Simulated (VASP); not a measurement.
# Pb (Fd-3m) in VASP: further runs

The runs below take Pb through relaxation of cell and atoms, with r2SCAN, PBEsol, LDA.

All numbers are computed with VASP 6.6.1; they aren't measurements. Logs are shortened: lines on timing, memory, paths and dates and some standing lists are left out, and cuts for length are marked.

### Step 1. The crystal as given

The structure is cubic, space group Fd-3m (No. 227). Conventional cell: a = 6.878 Å, b = 6.878 Å, c = 6.878 Å, α = 90.00°, β = 90.00°, γ = 90.00°. Pb (site symmetry -43m) is surrounded by 4 Pb at 2.98 Å.

This isn't the form of Pb at room conditions, which is fcc.

### Step 2. Relaxation of cell and atoms, r2SCAN

Input file INCAR:

```
ALGO     = Normal         # electronic algorithm
EDIFF    = 1E-6           # SCF threshold, eV
EDIFFG   = -0.01          # ionic threshold
ENCUT    = 600            # plane-wave cutoff, eV
IBRION   = 2              # ionic algorithm
ISIF     = 3              # what is computed and relaxed
ISMEAR   = -1             # smearing method
LASPH    = True           # aspherical terms in the spheres
LCHARG   = False          # write CHGCAR
LMIXTAU  = True         
LREAL    = False          # projectors in reciprocal space
LWAVE    = False          # write WAVECAR
METAGGA  = R2SCAN         # meta-GGA
NELM     = 100            # most SCF steps
NSW      = 60             # ionic steps
PREC     = Accurate       # precision mode
SIGMA    = 0.05           # smearing width, eV
```

Input file KPOINTS:

```
k-points
0
Gamma
  6 6 6
```

Input file POSCAR:

```
Pb
1.0
    0.0000000000      3.4390000555      3.4390000555
    3.4390000555      0.0000000000      3.4390000555
    3.4390000555      3.4390000555      0.0000000000
Pb
2
Direct
    0.2500000000      0.2500000000      0.2500000000
    0.0000000000      0.0000000000      0.0000000000
```

Potentials or basis: VASP PAW PBE potentials, release 64 (Pb_d).

On the command line:

```sh
> cat potpaw_PBE.64/Pb_d/POTCAR > POTCAR
> mpirun -np 1 vasp_std > vasp.out
```

OUTCAR:

```text
EDIFF = 1E-6
   EDIFFG = -0.01
   ENCUT = 600
   IBRION = 2
   ISIF = 3
   ISMEAR = -1
   LASPH = True
   LREAL = False
   METAGGA = R2SCAN
   NELM = 100
   NSW = 60
   PREC = Accurate

 ion  position               nearest neighbor table
   1  0.250  0.250  0.250-   2 2.98   2 2.98   2 2.98   2 2.98
   2  0.000  0.000  0.000-   1 2.98   1 2.98   1 2.98   1 2.98

  LATTYP: Found a face centered cubic cell.
 ALAT       =     6.8780001110

  Lattice vectors:

 A1 = (   0.0000000000,   3.4390000555,   3.4390000555)
 A2 = (   3.4390000555,   0.0000000000,   3.4390000555)
 A3 = (   3.4390000555,   3.4390000555,   0.0000000000)

Analysis of symmetry for initial positions (statically):
=====================================================================
 Subroutine PRICEL returns:
 Original cell was already a primitive cell.

 Routine SETGRP: Setting up the symmetry group for a
 face centered cubic supercell.

 Subroutine GETGRP returns: Found 48 space group operations
 (whereof 24 operations were pure point group operations)
 out of a pool of 48 trial point group operations.

The static configuration has the point symmetry T_d .
 The point group associated with its full space group is O_h .

Analysis of symmetry for dynamics (positions and initial velocities):
=====================================================================
 Subroutine PRICEL returns:
 Original cell was already a primitive cell.

 Routine SETGRP: Setting up the symmetry group for a
 face centered cubic supercell.

 Subroutine GETGRP returns: Found 48 space group operations
 (whereof 24 operations were pure point group operations)
 out of a pool of 48 trial point group operations.

The dynamic configuration has the point symmetry T_d .
 The point group associated with its full space group is O_h .

 Subroutine INISYM returns: Found 48 space group operations
 (whereof 24 operations are pure point group operations),
 and found     1 'primitive' translations

----------------------------------------------------------------------------------------

                                     Primitive cell

  volume of cell :      81.3442

  direct lattice vectors                    reciprocal lattice vectors
     0.000000000  3.439000056  3.439000056    -0.145391100  0.145391100  0.145391100
     3.439000056  0.000000000  3.439000056     0.145391100 -0.145391100  0.145391100
     3.439000056  3.439000056  0.000000000     0.145391100  0.145391100 -0.145391100

  length of vectors
     4.863480519  4.863480519  4.863480519     0.251824772  0.251824772  0.251824772

  position of ions in fractional coordinates (direct lattice)
     0.250000000  0.250000000  0.250000000
     0.000000000  0.000000000  0.000000000

  ion indices of the primitive-cell ions
   primitive index   ion index
                 1           1
                 2           2

----------------------------------------------------------------------------------------

 KPOINTS: k-points

Automatic generation of k-mesh.
 Grid dimensions read from file:
 generate k-points for:    6    6    6

 Generating k-lattice:

  Cartesian coordinates                     Fractional coordinates (reciprocal lattice)
    -0.024231850  0.024231850  0.024231850     0.166666667  0.000000000  0.000000000
     0.024231850 -0.024231850  0.024231850     0.000000000  0.166666667  0.000000000
     0.024231850  0.024231850 -0.024231850     0.000000000  0.000000000  0.166666667

  Length of vectors
     0.041970795  0.041970795  0.041970795

  Shift w.r.t. Gamma in fractional coordinates (k-lattice)
     0.000000000  0.000000000  0.000000000

 Subroutine IBZKPT returns following result:
 ===========================================

 Found     16 irreducible k-points:

 Following reciprocal coordinates:
            Coordinates               Weight
  0.000000  0.000000  0.000000      1.000000
  0.166667  0.000000  0.000000      8.000000
  0.333333  0.000000  0.000000      8.000000
  0.500000  0.000000  0.000000      4.000000
  0.166667  0.166667  0.000000      6.000000
  0.333333  0.166667  0.000000     24.000000
[... 8 lines left out ...]
 -0.333333  0.333333  0.166667     24.000000
 -0.333333  0.500000  0.166667     12.000000
   k-points           NKPTS =     16   k-points in BZ     NKDIM =     16   number of bands    NBANDS=     18
   number of dos      NEDOS =    301   number of ions     NIONS =      2
   total plane-waves  NPLWV =  64000
   dimension x,y,z NGX =    40 NGY =   40 NGZ =   40
   dimension x,y,z NGXF=    80 NGYF=   80 NGZF=   80
   ions per type =               2
   NGX,Y,Z   is equivalent  to a cutoff of  13.67, 13.67, 13.67 a.u.
   NGXF,Y,Z  is equivalent  to a cutoff of  27.35, 27.35, 27.35 a.u.
 SYSTEM =  unknown system
   PREC   = accura    normal or accurate (medium, high low for compatibility)
   ISTART =      0    job   : 0-new  1-cont  2-samecut
   ICHARG =      2    charge: 1-file 2-atom 10-const
   ISPIN  =      1    spin polarized calculation?
   LNONCOLLINEAR =      F non collinear calculations
   LSORBIT =      F    spin-orbit coupling
   LASPH  =      T    aspherical Exc in radial PAW
   ENCUT  =  600.0 eV  44.10 Ry    6.64 a.u.   9.71  9.71  9.71*2*pi/ulx,y,z
   NELM   =    100;   NELMIN=  2; NELMDL= -5     # of ELM steps
   EDIFF  = 0.1E-05   stopping-criterion for ELM
   LREAL  =      F    real-space projection
   EDIFFG = -.1E-01   stopping-criterion for IOM
   NSW    =     60    number of steps for IOM
   IBRION =      2    ionic relax: 0-MD 1-quasi-New 2-CG
   NFREE  =      1    steps in history (QN), initial steepest desc. (CG)
   ISIF   =      3    stress and relaxation
   ISYM   =      2    0-nonsym 1-usesym 2-fastsym
   POTIM  = 0.5000    time-step for ionic-motion
   TEBEG  =    0.0;   TEEND  =   0.0 temperature during run
   PSTRESS=    0.0 pullay stress
   NELECT =      28.0000    total number of electrons
   NUPDOWN=      -1.0000    fix difference up-down
   EMIN   =  10.00;   EMAX   =-10.00  energy-range for DOS
   EFERMI =   0.00;   METHOD = LEGACY
   ISMEAR =    -1;   SIGMA  =   0.05  broadening in eV -4-tet -1-fermi 0-gaus
   EFERMI_NEDOS =   21; number of points for ismear=-14 and -15
   IALGO  =     38    algorithm
   IMIX   =      4    mixing-type and parameters
     AMIX     =   0.40;   BMIX     =  1.00
     AMIX_MAG =   1.60;   BMIX_MAG =  1.00
  volume/ion in A,a.u.               =      40.67       274.47
  Fermi-wavevector in a.u.,A,eV,Ry     =   1.147322  2.168124 17.909999  1.316348
  Thomas-Fermi vector in A             =   2.284002
   LORBIT       =      0    0 simple, 1 ext, 2 COOP (PROOUT), +10 PAW based schemes
   METAGGA = R2SCAN    functional components
   LHFCALC =     F    Hartree Fock is set to
   AEXX    =    0.0000 exact exchange contribution
   IVDW    =     0    specifies the selected vdW correction
   LEPSILON=     F    determine dielectric tensor
   LRPA    =     F    only Hartree local field effects (RPA)
 conjugate gradient relaxation of ions
 non-spin polarized calculation
  energy-cutoff  :      600.00
  volume of cell :       81.34
 maximum number of plane-waves:      2733
   NGX = 19   NGY = 19   NGZ = 19

--------------------------------------- Ionic step        1  -------------------------------------------

 number of electron      28.0000004 magnetization

 Free energy of the ion-electron system (eV)
  ---------------------------------------------------
  ext. energy  EPLUGINS =         0.00000000
  ---------------------------------------------------
  free energy    TOTEN  =      -112.18368536 eV

  energy without entropy =     -112.17576646  energy(sigma->0) =     -112.17972591

------------------------ aborting loop because EDIFF is reached ----------------------------------------

  FORCE on cell =-STRESS in cart. coord.  units (eV):
  Direction    XX          YY          ZZ          XY          YZ          ZX
  --------------------------------------------------------------------------------------
  -------------------------------------------------------------------------------------
  Total        0.6075390      0.6075390      0.6075390     -0.0000000     -0.0000000     -0.0000000
  in kB       11.9662533     11.9662533     11.9662533     -0.0000000     -0.0000000     -0.0000000
  external PRESSURE =      11.9662533 kB  Pullay stress =       0.0000000 kB

 VOLUME and BASIS-vectors are now :
 -----------------------------------------------------------------------------
  energy-cutoff  :      600.00
  volume of cell :       81.34
      direct lattice vectors                 reciprocal lattice vectors
     0.000000000  3.439000056  3.439000056    -0.145391100  0.145391100  0.145391100
     3.439000056  0.000000000  3.439000056     0.145391100 -0.145391100  0.145391100
     3.439000056  3.439000056  0.000000000     0.145391100  0.145391100 -0.145391100
[... 37 lines left out ...]
 POSITION                                       TOTAL-FORCE (eV/Angst)
 -----------------------------------------------------------------------------------
      1.74470      1.74470      1.74470        -0.000000      0.000000      0.000000
      6.97879      3.48940      3.48940         0.000000     -0.000000     -0.000000
 -----------------------------------------------------------------------------------
    total drift:                               -0.000000      0.000000      0.000000

  FREE ENERGIE OF THE ION-ELECTRON SYSTEM (eV)
  ---------------------------------------------------
  free  energy   TOTEN  =      -112.1939529878 eV

  energy  without entropy=     -112.1857264866  energy(sigma->0) =     -112.18983974

--------------------------------------- Ionic step        3  -------------------------------------------

 number of electron      27.9999999 magnetization

 Free energy of the ion-electron system (eV)
  ---------------------------------------------------
  ext. energy  EPLUGINS =         0.00000000
  ---------------------------------------------------
  free energy    TOTEN  =      -112.19442121 eV

  energy without entropy =     -112.18624334  energy(sigma->0) =     -112.19033227

 E-fermi :   3.7941     XC(G=0):  -8.8917

 val. band max:        3.6700769224   @ k =  -0.1667   0.1667   0.0000
 cond. band min:       3.8297415633   @ k =   0.1667   0.0000   0.0000
 fundamental gap:      0.1596646409
 Fermi energy:         3.7940608283

 k-point     1 :       0.0000    0.0000    0.0000
  band No.  band energies     occupation
      1     -13.8359      2.00000
      2     -13.8359      2.00000
      3     -13.8359      2.00000
      4     -13.7595      2.00000
      5     -13.7595      2.00000
      6     -13.3422      2.00000
[... 10 lines left out ...]
     17       6.4122      0.00000
     18       6.4122      0.00000
[... 335 lines left out ...]
 POSITION                                       TOTAL-FORCE (eV/Angst)
 -----------------------------------------------------------------------------------
      1.74019      1.74019      1.74019         0.000000     -0.000000      0.000000
      0.00000      0.00000      0.00000        -0.000000      0.000000     -0.000000
 -----------------------------------------------------------------------------------
    total drift:                               -0.000000      0.000000      0.000000

  FREE ENERGIE OF THE ION-ELECTRON SYSTEM (eV)
  ---------------------------------------------------
  free  energy   TOTEN  =      -112.1944212068 eV

  energy  without entropy=     -112.1862433394  energy(sigma->0) =     -112.19033227

 reached required accuracy - stopping structural energy minimisation
```

Run time: 2.9 min. Hardware: 1 thread of Intel Xeon 6975P-C (Granite Rapids), shared host; peak memory 0.27 GiB.

What came out:

| Item | Value |
| --- | --- |
| Free energy | -112.1944 eV |
| Relaxed volume | 42.16 Å³/atom |
| Relaxed cell | a = 4.922 Å, b = 4.922 Å, c = 4.922 Å, α = 60.00°, β = 60.00°, γ = 60.00° |
| Space group after relaxing (to 0.05 Å) | Fd-3m (No. 227) |
| Energy gained by relaxing | 5.4 meV/atom |
| Ionic steps | 3 |
| Pressure after relaxing | 0.0 GPa |
| Band gap on the k mesh | none (metal or under the smearing width) |

Step by step:
| step | energy change (eV) | largest force (eV/Å) | pressure (GPa) | volume (Å³) |
| --- | --- | --- | --- | --- |
| 1 | 0.0000 | 0.0000 | 1.20 | 81.34 |
| 2 | -0.0103 | 0.0000 | -0.23 | 84.97 |
| 3 | -0.0107 | 0.0000 | 0.01 | 84.32 |

Final structure:
```
Pb
1.0
     0.00000    3.48038    3.48038
     3.48038    0.00000    3.48038
     3.48038    3.48038    0.00000
Pb
2
Direct
  0.25000 0.25000 0.25000
  0.00000 0.00000 0.00000
```

Caveat: the PAW data sets were made with another functional, which shifts forces and pressure a little.

### Step 3. Relaxation of cell and atoms, PBEsol

Input file INCAR:

```
SYSTEM = Pb
  ALGO = Fast
  EDIFF = 1E-6
  EDIFFG = -0.005
  ENCUT = 600
  GGA = PS
  IBRION = 2
  ISIF = 3
  ISMEAR = -1
  LASPH = .TRUE.
  LCHARG = .FALSE.
  LREAL = .FALSE.
  LWAVE = .FALSE.
  NELM = 80
  NSW = 40
  PREC = Accurate
  SIGMA = 0.05
```

Input file KPOINTS:

```
k-points
0
G
  6 6 6
  0 0 0
```

POSCAR is that of step 2.

Potentials or basis: VASP PAW PBE potentials, release 64 (Pb_d).

On the command line:

```sh
> cat potpaw_PBE.64/Pb_d/POTCAR > POTCAR
> mpirun -np 1 vasp_std > vasp.out
```

Wall time 56 s (1 thread of Intel Xeon Platinum 8488C (Sapphire Rapids), shared host); peak memory 0.24 GiB.

Results (log left out):

* Free energy: -7.3399 eV
* Relaxed volume: 41.31 Å³/atom
* Relaxed cell: a = 4.889 Å, b = 4.889 Å, c = 4.889 Å, α = 60.00°, β = 60.00°, γ = 60.00°
* Space group after relaxing (to 0.05 Å): Fd-3m (No. 227)
* Energy gained by relaxing: 1.1 meV/atom
* Ionic steps: 3
* Pressure after relaxing: 0.0 GPa
* Band gap on the k mesh: none (metal or under the smearing width)

Step by step:
| step | energy change (eV) | largest force (eV/Å) | pressure (GPa) | volume (Å³) |
| --- | --- | --- | --- | --- |
| 1 | 0.0000 | 0.0000 | 0.54 | 81.34 |
| 2 | -0.0021 | 0.0000 | -0.16 | 82.96 |
| 3 | -0.0022 | 0.0000 | 0.01 | 82.63 |

Final structure:
```yaml
crystal:
  lattice:
    - [0.00000, 3.45701, 3.45701]
    - [3.45701, 0.00000, 3.45701]
    - [3.45701, 3.45701, 0.00000]
  atoms:
    - { symbol: Pb, position: [0.25000, 0.25000, 0.25000] }
    - { symbol: Pb, position: [0.00000, 0.00000, 0.00000] }
```

Levels at points of the mesh, in eV from the Fermi level:
| k point | band 10 | band 11 | band 12 | band 13 | band 14 | band 15 | band 16 | band 17 | band 18 |
| --- | --- | --- | --- | --- | --- | --- | --- | --- | --- |
| (0.00, 0.00, 0.00) | -16.50 | -10.98 | -3.95 | 0.48 | 0.48 | 0.48 | 2.48 | 2.48 | 2.48 |
| (0.50, 0.00, 0.00) | -16.44 | -9.66 | -7.01 | -0.91 | -0.65 | -0.65 | 3.58 | 3.58 | 5.45 |
| (0.50, 0.50, 0.00) | -16.42 | -8.38 | -8.38 | -1.85 | -1.85 | 0.91 | 0.91 | 7.16 | 7.16 |

Caveat: the PAW data sets were made with another functional, which shifts forces and pressure a little. Spin-orbit coupling is left out, which matters for the levels of Pb.

[end of part 1 of 2]
